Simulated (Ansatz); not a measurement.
# Au (Fm-3m) in Ansatz: a series of runs

Runs on Au. Level: PBEsol. Tasks: relaxation of cell and atoms.

Everything below comes from runs of Ansatz 0.2.0. Logs are shortened: lines on timing, memory, paths and dates and some standing lists are left out, and cuts for length are marked.

## 1. The crystal as given

Symmetry: Fm-3m, No. 225, cubic system. The conventional cell has a = 4.070 Å, b = 4.070 Å, c = 4.070 Å, α = 90.00°, β = 90.00°, γ = 90.00°. Au (site symmetry m-3m) has 12 Au at 2.88 Å as nearest neighbours.

## 2. Relaxation of cell and atoms, PBEsol, target pressure 10 GPa, at which the enthalpy is minimised

Input file input.yaml:

```yaml
crystal:
  lattice:
    - [0.0, 2.035, 2.035]
    - [2.035, 0.0, 2.035]
    - [2.035, 2.035, 0.0]
  atoms:
    - { symbol: Au, position: [0.0, 0.0, 0.0] }
hamiltonian:
  xc: pbesol
  pseudopotentials: { kind: paw }
kpoints:
  mp_grid: { grid: [11, 11, 11] }
scf:
  occupations: { method: fermi_dirac, width: 0.05 }
output:
  forces: true
  stress: true
  eigenvalues: true
  write_density: true
  write_potential: true
  elf: true
  volumetric_format: npy
relax:
  f_tol: 0.01
  max_steps: 40
  cell: { stress_tol: 0.05, p_target: 10.0 }
```

Potentials or basis: Ansatz PAW.

On the command line:

```bash
$ ansatz run input.yaml --threads 2 --pin off --max-ram 5632MiB --backend cpu --events-out ev --progress --plain --runs-dir out
```

The program printed:

```text
Warning: RAYON_NUM_THREADS=2 ignored (pool sized by the plan → 2); use --threads N
Engine: ansatz 0.2.0, aarch64-unknown-linux-gnu
Pseudopotentials: kind: paw
Pseudopotential: Au, paw, valence charge 19, recommended cutoff 420 eV (normal), Au.paw.azcp
Functional definition: PBEsol
  exchange = pbesol_x
  correlation = pbesol_c
Crystal: 1 atoms, lattice volume = 16.855 Å³
Basis set: ecut = 420 eV, 331 PW (Γ), exchange–correlation on 40×40×40 points (8 copies of the dense FFT grid, shifted against one another)
Bands: 14, of which v1, the nominal top of the filled ones, is band 10 counted from 1 (9 counted from 0)
Symmetry: 48 space group operations
Space group: Fm-3m (ITA 225), of the structure as read, at distance tolerance 2.6e-5 Å
k-points: 56 of 1331
Non-local potential: Au, projectors of the file, l = 0: 3, l = 1: 2, l = 2: 2, l = 3: 1
PAW form: soft (Blöchl's): semilocal exchange-correlation on the pseudo side does not see the compensation charge
PAW frozen core: Au, regenerated for the run's functional, and the local potential with it (the file was generated under x = pbe(κ = 0.804, μ = 0.2195149727645171), c = pbe(β = 0.06672455060314922))
PAW one-centre angular grid: Au, 590 points (default); XC on 64 Gauss nodes
Initial density: superposition of atomic densities (neutral atoms: chi_scale 0, normalization atom), corrected by the library's trained network
Initial wavefunctions: pseudopotential atomic-orbital guess
Functional: x = pbesol(κ = 0.804, μ = 0.12345679012345678), c = pbesol(β = 0.046)
SCF iter   1: F=—  HF=-13007.109420 eV  |F-HF|=—  |Δ(HF+E_count)|=         —  Δρ=6.26e-3  dr2=5.97e-3  ethr=1.77e-3  ⟨swp⟩=4.7  Hψ=4029  notcnv=0
preconditioner: auto → none  [insulator: Δε(μ)=0.211 eV  Ē_g=16.076 eV  σ=0.050 eV  W_gap=0.77  n_scr=8 (ndim 8)  ℏωp=30.0 eV  f_vac=0.000  D(μ)=0.18/eV (n_scr^D=0)  ε∞_Penn≈4.5]
SCF iter   2: F=—  HF=-13007.107872 eV  |F-HF|=—  |Δ(HF+E_count)|=   1.55e-3  Δρ=2.10e-3  dr2=3.70e-4  ethr=3.14e-5  ⟨swp⟩=2.3  Hψ=1691  notcnv=0  defer=12
SCF iter   3: F=—  HF=-13007.107761 eV  |F-HF|=—  |Δ(HF+E_count)|=   1.11e-4  Δρ=8.82e-4  dr2=3.32e-5  ethr=1.95e-6  ⟨swp⟩=2.3  Hψ=1156  notcnv=0  defer=12
SCF iter   4: F=—  HF=-13007.107765 eV  |F-HF|=—  |Δ(HF+E_count)|=   4.11e-6  Δρ=7.30e-5  dr2=1.84e-7  ethr=1.75e-7  ⟨swp⟩=2.6  Hψ=1028  notcnv=0  defer=12
iter 5 did not close the SCF: its close was put off for the readings that it lacked (scf_convergence_deferred on its scf_iter line)
SCF iter   5: F=-13007.107766 eV  HF=-13007.107766 eV  |F-HF|=1.33e-9  |Δ(HF+E_count)|=   2.49e-7  Δρ=7.28e-6  dr2=1.51e-9  ethr=9.68e-10  ⟨swp⟩=2.6  Hψ=1043  notcnv=0  defer=12
SCF iter   6: F=-13007.107766 eV  HF=-13007.107766 eV  |F-HF|=1.82e-12  |Δ(HF+E_count)|=   1.66e-9  Δρ=7.43e-7  dr2=1.41e-11  ethr=7.96e-12  ⟨swp⟩=4.8  Hψ=3853  notcnv=0
SCF 1 converged in 6 iterations: F = -13007.107766 eV  dr2 = 1.41e-11
relax step   1: F+E_penalty+E_count = -13007.10776563 eV  Δ(F+E_penalty+E_count) = +0.000e0 eV  max|allowed force component| = 0.000e0 eV/Å  Δτ_max = 0.0000 Å  P = +1.682 GPa  Ω = 16.855 Å³  (6 SCF iters, dr2 threshold 1.00e-7 eV, accepted)
Crystal: 1 atoms, lattice volume = 14.738 Å³
Basis set: ecut = 420 eV, 283 PW (Γ), exchange–correlation on 40×40×40 points (8 copies of the dense FFT grid, shifted against one another)
[... 37 lines left out ...]
SCF iter   2: F=—  HF=-13007.084211 eV  |F-HF|=—  |Δ(HF+E_count)|=   3.83e-7  Δρ=4.73e-5  dr2=7.11e-8  ethr=2.00e-9  ⟨swp⟩=2.3  Hψ=1320  notcnv=0
SCF iter   3: F=—  HF=-13007.084211 eV  |F-HF|=—  |Δ(HF+E_count)|=   5.68e-9  Δρ=9.58e-6  dr2=1.11e-8  ethr=3.74e-10  ⟨swp⟩=2.5  Hψ=1168  notcnv=0
SCF iter   4: F=—  HF=-13007.084211 eV  |F-HF|=—  |Δ(HF+E_count)|=   2.82e-9  Δρ=2.42e-6  dr2=1.50e-10  ethr=5.86e-11  ⟨swp⟩=2.4  Hψ=1155  notcnv=0
SCF iter   5: F=-13007.084211 eV  HF=-13007.084211 eV  |F-HF|=5.46e-12  |Δ(HF+E_count)|=  3.51e-10  Δρ=6.53e-8  dr2=1.35e-13  ethr=1.00e-12  ⟨swp⟩=3.8  Hψ=3346  notcnv=0
SCF 5 converged in 5 iterations: F = -13007.084211 eV  dr2 = 1.35e-13
relax step   5: F+E_penalty+E_count = -13007.08421072 eV  Δ(F+E_penalty+E_count) = +2.203e-4 eV  max|allowed force component| = 0.000e0 eV/Å  Δτ_max = 0.0000 Å  P = +10.021 GPa  Ω = 16.189 Å³  stress off target by 2.14e-2 GPa  SCF on the basis re-selected at this cell (its energy is not comparable with the rows above)  (5 SCF iters)
basis re-selected at this cell: Δ(F+E_penalty+E_count) = +2.203e-4 eV, ΔP = +0.009 GPa vs the last step (what re-selecting the basis moved, of the pressure what is left beyond the Pulay correction that the steps carried, after the strain that the cell walked since its last selection, with what the two solves' SCF thresholds leave and, on support functions, any second-order correction that the steps lacked; it is no measure of the basis error at this ecutwfc). This SCF's stress stands 2.14e-2 GPa from its target on what of the cell is left free (relax.cell.stress_tol is 5.00e-2 GPa) and its largest allowed force component is 0.00e0 eV/Å (relax.f_tol is 1.00e-2 eV/Å): within both
SCF converged after 5 iterations
Free energy (F): -13007.084211 eV
Harris-Foulkes:  -13007.084211 eV  (|F-HF|=5.46e-12)
Internal energy: -13007.082071 eV  (E = F + TS)
E sigma→0 (E₀):  -13007.083141 eV
Entropy (-TS):   -0.002140 eV (-2.140 meV/atom)
Fermi energy:    21.881740 eV
--- Per-component energies (eV) ---
  E_band       = -186.854872
  E_kinetic    = 605.944409
  E_local      = -1629.487728  (includes V_loc(G=0)·N_el)
  E_nonlocal   = 77.527867
  E_hartree    = 699.098481
  E_xc         = -227.259897
  E_vxc        = -275.516613  (∫ρ·V_xc dr)
  E_paw        = -9565.711913  (= ΣΔE_a)
  E_vpaw       = -363.521252  (= ΣTr[D̂ρ^β])
  E_aug_tail   = 0.001480  (compensation charges beyond the density's cutoff)
  E_ewald      = -2967.504248
  E_core_change = 0.309479  (= ΣΔE_core)
  E_smearing   = -0.002140  (= −TS)
  E_closure    = -0.000000  (closes the sum)
  Σ components = -13007.084211   (vs F -13007.084211, Δ=0.00e0)
--- Forces (eV/Å), atoms counted from 1 ---
  atom   1  Au     0.00000000     0.00000000     0.00000000
  max |Σ_I F_I| component: 6.57e-32 eV/Å
--- Stress (GPa, compression-positive) ---
       10.021417      -0.000000      -0.000000
       -0.000000      10.021417       0.000000
        0.000000      -0.000000      10.021417
  P = ⅓ Tr σ = 10.0214 GPa (100.214 kbar)
--- Band table (eV; the first three rows and the last of 56) ---
  k-point 0: bands = ["-83.7644", "-35.0467", "-35.0467", "-35.0467", "11.4212", "16.9427", "16.9427", "16.9427", "18.6211", "18.6211", "36.2432", "40.5271", "40.5271", "40.5271"]
  k-point 1: bands = ["-83.7632", "-35.0683", "-35.0499", "-35.0499", "11.7220", "16.8415", "17.0463", "17.0463", "18.5753", "18.5753", "36.6072", "38.9246", "40.9101", "40.9101"]
  k-point 2: bands = ["-83.7599", "-35.1263", "-35.0586", "-35.0586", "12.5450", "16.6727", "17.2338", "17.2338", "18.5754", "18.5754", "35.8610", "37.4819", "41.8857", "41.8857"]
  k-point 55: bands = ["-83.7440", "-35.2352", "-35.2207", "-35.1459", "15.5171", "16.0972", "16.7238", "18.4802", "20.1869", "26.3269", "27.9756", "29.0241", "32.2795", "43.3941"]
--- Relaxed structure (4 steps of the walk, 3 accepted, 1 SCFs on fresh bases) ---
  F+E_penalty+E_count = -13007.08421072 eV   max|allowed force component| = 0.000e0 eV/Å   (the final SCF, on the basis selected at the relaxed cell)
  cell:  # Å, volume = 16.1894 Å³
    - [7.642824150324364e-35, 2.0078623509097433, 2.0078623509097433]
    - [2.0078623509097433, 3.821762923690714e-35, 2.0078623509097433]
    - [2.0078623509097433, 2.0078623509097433, -2.5476860164477947e-35]
  atoms:
    - { symbol: Au, position: [0.0, 0.0, 0.0] }
```

rho_z.tsv:

```text
# z_ang	rho[e/angstrom^3]
# format = ansatz-planar-average/11
# lattice	0.000000000	2.007862351	2.007862351
# lattice	2.007862351	0.000000000	2.007862351
# lattice	2.007862351	2.007862351	-0.000000000
# sites	1
# site	79	0.000000000	0.000000000	0.000000000
0.000000	2.436176e0
0.141977	2.348693e0
0.283955	2.107379e0
0.425932	1.761449e0
0.567909	1.372310e0
0.709887	9.999042e-1
[... 12 lines left out ...]
2.555592	2.107379e0
2.697569	2.348693e0
```

v_z.tsv:

```text
# z_ang	v_es[eV]	v_tot[eV]
# format = ansatz-planar-average/11
# xc	pbesol
# density_cutoff_ev	1680
# datasets	Au=:simpson_from_first_knot:soft:shift=-1073664
# lattice	0.000000000	2.007862351	2.007862351
# lattice	2.007862351	0.000000000	2.007862351
# lattice	2.007862351	2.007862351	-0.000000000
# sites	1
# site	79	0.000000000	0.000000000	0.000000000
0.000000	3.865325e0	-1.247960e1
0.141977	4.181662e0	-1.203223e1
0.283955	5.144644e0	-1.068113e1
0.425932	6.779065e0	-8.421456e0
0.567909	9.079460e0	-5.304402e0
0.709887	1.194330e1	-1.509492e0
[... 12 lines left out ...]
2.555592	5.144644e0	-1.068113e1
2.697569	4.181662e0	-1.203223e1
```

It took 4.5 s on 2 threads of Arm Neoverse N1, shared host; peak memory 0.27 GiB.

Results:

```
Free energy                                            : -13007.0842 eV
Relaxed volume                                         : 16.19 Å³/atom
Relaxed cell                                           : a = 2.840 Å, b = 2.840 Å, c = 2.840 Å, α = 60.00°, β = 60.00°, γ = 60.00°
Space group after relaxing (to 0.05 Å)                 : Fm-3m (No. 225)
Energy change on relaxing (the enthalpy is what falls) : +23.6 meV/atom
Ionic steps                                            : 4
Pressure after relaxing                                : 10.0 GPa
Band gap on the k mesh                                 : none (metal or under the smearing width)
```

Step by step:
```tsv
step	energy change (eV)	largest force (eV/Å)	volume (Å³)
1	0.0000	0.0000	16.85
2	0.0163	0.0000	16.31
3	0.0233	0.0000	16.19
4	0.0236	0.0000	16.19
```

Final structure:
```
Au
1.0
     0.00000    2.00786    2.00786
     2.00786    0.00000    2.00786
     2.00786    2.00786    0.00000
Au
1
Cartesian
  0.0000 0.0000 0.0000
```

Caveat: the plane-wave basis is chosen anew once the cell has moved, so the energies of steps on either side of that aren't comparable; the PAW data sets come from PBE, with cores solved anew for the run's functional, which leaves a small shift of forces and pressure. Spin-orbit coupling is left out, which matters for the levels of Au.

## 3. Relaxation of cell and atoms, PBEsol, target pressure 20 GPa, at which the enthalpy is minimised

input.yaml: that of step 2 with these lines changed.

```diff
@@ -18,6 +18,2 @@
   eigenvalues: true
-  write_density: true
-  write_potential: true
-  elf: true
-  volumetric_format: npy
 relax:
@@ -25,2 +21,2 @@
   max_steps: 40
-  cell: { stress_tol: 0.05, p_target: 10.0 }
+  cell: { stress_tol: 0.05, p_target: 20.0 }
```

Potentials or basis: Ansatz PAW.

On the command line:

```bash
$ ansatz run input.yaml --threads 2 --pin off --max-ram 5632MiB --backend cpu --events-out ev --progress --plain --runs-dir out
```

It took 4.7 s on 2 threads of Arm Neoverse N1, shared host; peak memory 0.27 GiB.

Results (log left out):

```yaml
Free_energy: -13007.0267 eV
Relaxed_volume: 15.57 Å³/atom
Relaxed_cell: a = 2.803 Å, b = 2.803 Å, c = 2.803 Å, α = 60.00°, β = 60.00°, γ = 60.00°
Space_group_after_relaxing_to_0.05_Å: Fm-3m (No. 225)
Energy_change_on_relaxing_the_enthalpy_is_what_falls: +81.1 meV/atom
Ionic_steps: 6
Pressure_after_relaxing: 20.0 GPa
Band_gap_on_the_k_mesh: none (metal or under the smearing width)
```

The path:
```tsv
step	energy change (eV)	largest force (eV/Å)	volume (Å³)
1	0.0000	0.0000	16.85
2	0.2853	0.0000	14.51
3	0.0605	0.0000	15.74
4	0.0801	0.0000	15.57
5	0.0806	0.0000	15.57
6	0.0811	0.0000	15.57
```

Final structure:
```yaml
crystal:
  lattice:
    - [0.00000, 1.98182, 1.98182]
    - [1.98182, 0.00000, 1.98182]
    - [1.98182, 1.98182, 0.00000]
  atoms:
    - { symbol: Au, position: [0.00000, 0.00000, 0.00000] }
```

Levels at points of the mesh, in eV from the Fermi level:
| k point | band 7 | band 8 | band 9 | band 10 | band 11 | band 12 | band 13 | band 14 |
| --- | --- | --- | --- | --- | --- | --- | --- | --- |
| (0.00, 0.00, 0.00) | -5.15 | -5.15 | -3.36 | -3.36 | 14.30 | 18.81 | 18.81 | 18.81 |

Caveat: the plane-wave basis is chosen anew once the cell has moved, so the energies of steps on either side of that aren't comparable; the PAW data sets come from PBE, with cores solved anew for the run's functional, which leaves a small shift of forces and pressure. Spin-orbit coupling is left out, which matters for the levels of Au.

## 4. Relaxation of cell and atoms, PBEsol, target pressure 30 GPa, at which the enthalpy is minimised

input.yaml: that of step 3 with these lines changed.

```diff
@@ -21,2 +21,2 @@
   max_steps: 40
-  cell: { stress_tol: 0.05, p_target: 20.0 }
+  cell: { stress_tol: 0.05, p_target: 30.0 }
```

On the command line:

```bash
$ ansatz run input.yaml --threads 2 --pin off --max-ram 5632MiB --backend cpu --events-out ev --progress --plain --runs-dir out
```

Run time: 4.1 s. Hardware: 2 threads of Arm Neoverse N1, shared host; peak memory 0.27 GiB.

Results (log left out):

| Property | Result |
| --- | --- |
| Free energy | -13006.9486 eV |
| Relaxed volume | 15.06 Å³/atom |
| Relaxed cell | a = 2.772 Å, b = 2.772 Å, c = 2.772 Å, α = 60.00°, β = 60.00°, γ = 60.00° |
| Space group after relaxing (to 0.05 Å) | Fm-3m (No. 225) |
| Energy change on relaxing (the enthalpy is what falls) | +159.1 meV/atom |
| Ionic steps | 5 |
| Pressure after relaxing | 30.0 GPa |
| Band gap on the k mesh | none (metal or under the smearing width) |

The path:
```
step  energy change (eV)  largest force (eV/Å)  volume (Å³)
   1              0.0000                0.0000        16.85
   2              0.2853                0.0000        14.51
   3              0.1352                0.0000        15.19
   4              0.1585                0.0000        15.06
   5              0.1591                0.0000        15.06
```

Final structure:
```yaml
crystal:
  lattice:
    - [0.00000, 1.96024, 1.96024]
    - [1.96024, 0.00000, 1.96024]
    - [1.96024, 1.96024, 0.00000]
  atoms:
    - { symbol: Au, position: [0.00000, 0.00000, 0.00000] }
```

Levels at points of the mesh, in eV from the Fermi level:
```csv
k point,band 6,band 7,band 8,band 9,band 10,band 11,band 12,band 13,band 14
"(0.00, 0.00, 0.00)",-5.34,-5.34,-5.34,-3.44,-3.44,14.23,18.93,18.93,18.93
```

Caveat: the plane-wave basis is chosen anew once the cell has moved, so the energies of steps on either side of that aren't comparable; the PAW data sets come from PBE, with cores solved anew for the run's functional, which leaves a small shift of forces and pressure.

## 5. Summary

```tsv
cell	target pressure (GPa)	gap on the mesh (eV)	pressure (GPa)
relaxed to 10 GPa	10	none	10.0
relaxed to 20 GPa	20	none	20.0
relaxed to 30 GPa	30	none	30.0
```

Alike in all rows: task relaxation of cell and atoms; level PBEsol; potentials or basis Ansatz PAW; no spin polarisation; k mesh 11 × 11 × 11; cutoff (eV) 420; smearing fermi-dirac 0.05 eV.

Caveats: the plane-wave basis is chosen anew once the cell has moved, so the energies of steps on either side of that aren't comparable; the PAW data sets come from PBE, with cores solved anew for the run's functional, which leaves a small shift of forces and pressure.

Total energies depend on the potentials used, so only differences within one code and one set of settings carry meaning.
